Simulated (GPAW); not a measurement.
# free-standing square Ru monolayer, spacing 3.288 A: cost and accuracy of the plane-wave cutoff

Aim: see how far moments and order energies of free-standing square Ru monolayer, spacing 3.288 A move with the plane-wave cutoff, and what each rung costs.

Calculated with GPAW 26.7.0; PBE; plane waves with GPAW's PAW setups, scalar-relativistic.

This is a report of a sequence of runs, with most program output left out.

## (1) The starting structure

The cell holds 1 atom: 1 Ru. Cell: a = 3.288 Å, b = 3.288 Å, c = 14.000 Å, α = 90.0°, β = 90.0°, γ = 90.0°. model lattice. Vacuum lies along c.

Structure file:

```cif
data_structure
_symmetry_space_group_name_H-M 'P 1'
_symmetry_Int_Tables_number 1
_cell_length_a 3.2880
_cell_length_b 3.2880
_cell_length_c 14.0000
_cell_angle_alpha 90.000
_cell_angle_beta 90.000
_cell_angle_gamma 90.000
_cell_volume 151.35
loop_
_atom_site_label
_atom_site_type_symbol
_atom_site_fract_x
_atom_site_fract_y
_atom_site_fract_z
_atom_site_occupancy
Ru1 Ru 0.00000 0.00000 0.50000 1
```

## (2) Rung 1 (250 eV), start ferro +

The ladder starts at a low cutoff and climbs, to see from where on the results stand still.

The input, order1.py:

```python
import json
import numpy as np
from ase import Atoms
from ase.parallel import paropen, parprint
from gpaw import GPAW

atoms = Atoms(['Ru'],
    cell=[[3.288, 0.0, 0.0],
         [0.0, 3.288, 0.0],
         [0.0, 0.0, 14.0]],
    scaled_positions=[[0.0, 0.0, 0.5]],
    pbc=True,
    magmoms=[1.5])
atoms.calc = GPAW(mode={'name': 'pw', 'ecut': 250},
    xc='PBE',
    kpts={'size': (8, 8, 1), 'gamma': True},
    occupations={'name': 'fermi-dirac', 'width': 0.005},
    convergence={'density': 1e-05, 'energy': 1e-05},
    maxiter=200,
    symmetry={'tolerance': 1e-4},
    txt='order1.txt')
e = atoms.get_potential_energy(force_consistent=True)
res = {'free_energy': e, 'energy_sigma0': atoms.get_potential_energy(), 'fermi_energy': atoms.calc.get_fermi_level()}
res['moments'] = atoms.get_magnetic_moments().tolist()
res['total'] = atoms.get_magnetic_moment()
parprint('site moments (muB):', np.round(res['moments'], 3))
parprint(f"total moment: {res['total']:.3f} muB")
parprint(f'free energy: {e:.6f} eV')
atoms.calc.write('order1.gpw')
with paropen('results.json', 'w') as f:
    json.dump(res, f)
```

Command:

```
OMP_NUM_THREADS=1 python3 order1.py > order1.log
```

It took 7.5 s on 1 MPI rank of Intel Xeon Platinum 8559C (Emerald Rapids), shared host; peak memory 0.15 GiB.

Read from the output:

* magnetization: 2.873 μB
* final state: ferromagnetic
* largest moment: 2.490 μB

After 13 cycles the largest moment stands at 2.49 μB.

## (3) Rung 1 (250 eV), start antiferro q=(0,1/2,0) +-

The second start gives the energy difference between the two end states, the quantity that is followed up the ladder. Its q is in fractions of the reciprocal vectors of the first run's cell.

order2.py is the script of step 2 with these lines changed:

```diff
@@ -6,12 +6,13 @@
 
-atoms = Atoms(['Ru'],
+atoms = Atoms(['Ru', 'Ru'],
     cell=[[3.288, 0.0, 0.0],
-         [0.0, 3.288, 0.0],
+         [0.0, 6.576, 0.0],
          [0.0, 0.0, 14.0]],
-    scaled_positions=[[0.0, 0.0, 0.5]],
+    scaled_positions=[[0.0, 0.0, 0.5],
+         [0.0, 0.5, 0.5]],
     pbc=True,
-    magmoms=[1.5])
+    magmoms=[1.5, -1.5])
 atoms.calc = GPAW(mode={'name': 'pw', 'ecut': 250},
     xc='PBE',
-    kpts={'size': (8, 8, 1), 'gamma': True},
+    kpts={'size': (8, 4, 1), 'gamma': True},
     occupations={'name': 'fermi-dirac', 'width': 0.005},
@@ -20,3 +21,3 @@
     symmetry={'tolerance': 1e-4},
-    txt='order1.txt')
+    txt='order2.txt')
 e = atoms.get_potential_energy(force_consistent=True)
@@ -28,3 +29,3 @@
 parprint(f'free energy: {e:.6f} eV')
-atoms.calc.write('order1.gpw')
+atoms.calc.write('order2.gpw')
 with paropen('results.json', 'w') as f:
```

Command:

```
OMP_NUM_THREADS=1 python3 order2.py > order2.log
```

It took 28 s on 1 MPI rank; peak memory 0.2 GiB.

This step gave:

```yaml
magnetization: 0 μB
final_state: antiferromagnetic
largest_moment: 2.272 μB
```

This start lies +126.1 meV a seeded atom from the first; its largest moment is 2.27 μB.

## (4) Rung 2 (325 eV), start ferro +

order1.py is the script of step 2 with these lines changed:

```diff
@@ -13,3 +13,3 @@
     magmoms=[1.5])
-atoms.calc = GPAW(mode={'name': 'pw', 'ecut': 250},
+atoms.calc = GPAW(mode={'name': 'pw', 'ecut': 325},
     xc='PBE',
```

Command:

```
OMP_NUM_THREADS=1 python3 order1.py > order1.log
```

The job ended after 10 s (1 MPI rank; peak memory 0.17 GiB).

This step gave:

| Item | Value |
| --- | --- |
| magnetization | 2.848 μB |
| final state | ferromagnetic |
| largest moment | 2.503 μB |

The largest moment moves by +0.01 μB from rung 1, at 1.4 times its CPU time.

## (5) Rung 2 (325 eV), start antiferro q=(0,1/2,0) +-

order2.py is the script of step 3 with these lines changed:

```diff
@@ -14,3 +14,3 @@
     magmoms=[1.5, -1.5])
-atoms.calc = GPAW(mode={'name': 'pw', 'ecut': 250},
+atoms.calc = GPAW(mode={'name': 'pw', 'ecut': 325},
     xc='PBE',
```

Command:

```
OMP_NUM_THREADS=1 python3 order2.py > order2.log
```

The job ended after 37 s (1 MPI rank; peak memory 0.24 GiB).

Read from the output:

```
magnetization  : 0 μB
final state    : antiferromagnetic
largest moment : 2.297 μB
```

This start lies +128.9 meV a seeded atom from the first, a change of +2.9 meV since rung 1; its largest moment is 2.30 μB.

## (6) Rung 3 (400 eV), start ferro +

order1.py is the script of step 4 with these lines changed:

```diff
@@ -13,3 +13,3 @@
     magmoms=[1.5])
-atoms.calc = GPAW(mode={'name': 'pw', 'ecut': 325},
+atoms.calc = GPAW(mode={'name': 'pw', 'ecut': 400},
     xc='PBE',
```

Command:

```
OMP_NUM_THREADS=1 python3 order1.py > order1.log
```

Run time: 13 s. Hardware: 1 MPI rank; peak memory 0.19 GiB.

Numbers from this step:

```
magnetization  : 2.847 μB
final state    : ferromagnetic
largest moment : 2.512 μB
```

The largest moment moves by +0.01 μB from rung 2, at 1.3 times its CPU time.

## (7) Rung 3 (400 eV), start antiferro q=(0,1/2,0) +-

order2.py is the script of step 5 with these lines changed:

```diff
@@ -14,3 +14,3 @@
     magmoms=[1.5, -1.5])
-atoms.calc = GPAW(mode={'name': 'pw', 'ecut': 325},
+atoms.calc = GPAW(mode={'name': 'pw', 'ecut': 400},
     xc='PBE',
```

Command:

```
OMP_NUM_THREADS=1 python3 order2.py > order2.log
```

Run time: 46 s. Hardware: 1 MPI rank; peak memory 0.3 GiB.

Read from the output:

```yaml
magnetization: 0 μB
final_state: antiferromagnetic
largest_moment: 2.303 μB
```

This start lies +129.4 meV a seeded atom from the first, a change of +0.4 meV since rung 2; its largest moment is 2.30 μB.

## (8) Rung 4 (500 eV), start ferro +

order1.py is the script of step 6 with these lines changed:

```diff
@@ -13,3 +13,3 @@
     magmoms=[1.5])
-atoms.calc = GPAW(mode={'name': 'pw', 'ecut': 400},
+atoms.calc = GPAW(mode={'name': 'pw', 'ecut': 500},
     xc='PBE',
```

Command:

```
OMP_NUM_THREADS=1 python3 order1.py > order1.log
```

The job ended after 23 s (1 MPI rank; peak memory 0.22 GiB).

Read from the output:

- magnetization: 2.847 μB
- final state: ferromagnetic
- largest moment: 2.513 μB

The largest moment is that of rung 3, at 1.7 times its CPU time.

## (9) Rung 4 (500 eV), start antiferro q=(0,1/2,0) +-

order2.py is the script of step 7 with these lines changed:

```diff
@@ -14,3 +14,3 @@
     magmoms=[1.5, -1.5])
-atoms.calc = GPAW(mode={'name': 'pw', 'ecut': 400},
+atoms.calc = GPAW(mode={'name': 'pw', 'ecut': 500},
     xc='PBE',
```

Command:

```
OMP_NUM_THREADS=1 python3 order2.py > order2.log
```

Run time: 2.9 min. Hardware: 1 MPI rank; peak memory 0.37 GiB.

This step gave:

```yaml
magnetization: 0 μB
final_state: antiferromagnetic
largest_moment: 2.306 μB
```

This start lies +129.3 meV a seeded atom from the first, a change of -0.1 meV since rung 3; its largest moment is 2.31 μB.

## (10) Rung 5 (650 eV), start ferro +

order1.py is the script of step 8 with these lines changed:

```diff
@@ -13,3 +13,3 @@
     magmoms=[1.5])
-atoms.calc = GPAW(mode={'name': 'pw', 'ecut': 500},
+atoms.calc = GPAW(mode={'name': 'pw', 'ecut': 650},
     xc='PBE',
```

Command:

```
OMP_NUM_THREADS=1 python3 order1.py > order1.log
```

Run time: 29 s. Hardware: 1 MPI rank; peak memory 0.26 GiB.

This step gave:

```
magnetization  : 2.847 μB
final state    : ferromagnetic
largest moment : 2.513 μB
```

The largest moment is that of rung 4, at 1.3 times its CPU time.

## (11) Rung 5 (650 eV), start antiferro q=(0,1/2,0) +-

order2.py is the script of step 9 with these lines changed:

```diff
@@ -14,3 +14,3 @@
     magmoms=[1.5, -1.5])
-atoms.calc = GPAW(mode={'name': 'pw', 'ecut': 500},
+atoms.calc = GPAW(mode={'name': 'pw', 'ecut': 650},
     xc='PBE',
```

Command:

```
OMP_NUM_THREADS=1 python3 order2.py > order2.log
```

Run time: 2.1 min. Hardware: 1 MPI rank; peak memory 0.47 GiB.

This step gave:

```
magnetization  : 0 μB
final state    : antiferromagnetic
largest moment : 2.307 μB
```

This start lies +129.3 meV a seeded atom from the first, a change of -0.0 meV since rung 4; its largest moment is 2.31 μB.

## (12) Rung 6 (800 eV), start ferro +

order1.py is the script of step 10 with these lines changed:

```diff
@@ -13,3 +13,3 @@
     magmoms=[1.5])
-atoms.calc = GPAW(mode={'name': 'pw', 'ecut': 650},
+atoms.calc = GPAW(mode={'name': 'pw', 'ecut': 800},
     xc='PBE',
```

Command:

```
OMP_NUM_THREADS=1 python3 order1.py > order1.log
```

Run time: 53 s. Hardware: 1 MPI rank; peak memory 0.34 GiB.

This step gave:

```yaml
magnetization: 2.847 μB
final_state: ferromagnetic
largest_moment: 2.513 μB
```

The largest moment is that of rung 5, at 1.8 times its CPU time.

## (13) Rung 6 (800 eV), start antiferro q=(0,1/2,0) +-

order2.py is the script of step 11 with these lines changed:

```diff
@@ -14,3 +14,3 @@
     magmoms=[1.5, -1.5])
-atoms.calc = GPAW(mode={'name': 'pw', 'ecut': 650},
+atoms.calc = GPAW(mode={'name': 'pw', 'ecut': 800},
     xc='PBE',
```

Command:

```
OMP_NUM_THREADS=1 python3 order2.py > order2.log
```

Elapsed: 3.2 min, on 1 MPI rank; peak memory 0.63 GiB.

Read from the output:

```
magnetization  : 0 μB
final state    : antiferromagnetic
largest moment : 2.307 μB
```

This start lies +129.3 meV a seeded atom from the first, a change of -0.0 meV since rung 5; its largest moment is 2.31 μB.

## (14) The rungs together

Ladder, by row:

```
rung  cutoff (eV)  state from the first start  state from the second start  second less first (meV a seeded atom)  moment, first (μB)  moment, second (μB)  CPU time (s)
   1          250               ferromagnetic            antiferromagnetic                                  126.1                2.49                2.272         35.55
   2          325               ferromagnetic            antiferromagnetic                                  128.9               2.503                2.297         46.72
   3          400               ferromagnetic            antiferromagnetic                                  129.4               2.512                2.303         59.04
   4          500               ferromagnetic            antiferromagnetic                                  129.3               2.513                2.306         194.9
   5          650               ferromagnetic            antiferromagnetic                                  129.3               2.513                2.307         154.1
   6          800               ferromagnetic            antiferromagnetic                                  129.3               2.513                2.307         245.5
```

## (15) What came out

| Quantity | Value |
| --- | --- |
| range of the moment in the table, first start | 2.49 to 2.51 μB |
| range of CPU time | 36 s to 4.1 min |
| range of the energy difference | 126 to 129 meV a seeded atom |
| first rung from which all stay within 6.5 meV of the last | 1 |

In words: From rung 1 on the result stays within 3.2 meV of the last rung, inside the margin of 6.5 meV set for it, at 14 % of the last rung's cost. The first start ends lower on every rung of the table; whether functional and cell give the true order is another question.

[Logs and program files are shortened in this print: banners, set-up blocks, solver, clock and traceback lines can be left out without a mark of their own.]

[Logs are printed without paths, hosts, clocks, repeated set-up lines and the standing remarks that a program may print on its own settings, such as how far it seeks lower states.]

[Hosts, paths, dates, database ids (printed as entryN), source tags and the programs' standing remarks are cut or masked in the printed files.]

[Where a cell is said to come from a database of computed structures, the database is the Materials Project.]
